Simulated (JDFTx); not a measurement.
Crystal: Tc.

```xyz
2
Lattice="2.7400 0.0000 0.0000 -1.3700 2.3729 0.0000 0.0000 0.0000 4.3980" Properties=species:S:1:pos:R:3 pbc="T T T"
Tc    1.3700    0.7910    3.2985
Tc    0.0000    1.5819    1.0995
```

Base run:

| Quantity | Value |
| --- | --- |
| Program | JDFTx 1.7.0 (patched build) |
| Functional | PBE |
| Potentials or basis | PseudoDojo-SR-PBE-0.5-standard with smoothed tails |
| Cutoff | 1143 eV |
| Density cutoff | 9143 eV |
| k mesh | 11 × 11 × 6 |
| Occupations | fermi-dirac, width 0.05 eV |
| Spin | no spin polarisation |

Its results: band gap on the k mesh none (metal or under the smearing width); pressure 3.1 GPa.

Task: The run is repeated on the same cell with these changes: hubbard terms from none to Tc d U = 8 eV; hubbard projectors from none to atomic pseudo-orbitals, not orthogonalised. What comes out?

Result: Band gap on the k mesh none (metal or under the smearing width); pressure -20.4 GPa.

Caveats: U without spin polarisation on a metal has little footing (some runs); the U is typed as a test and isn't derived for this compound (some runs).
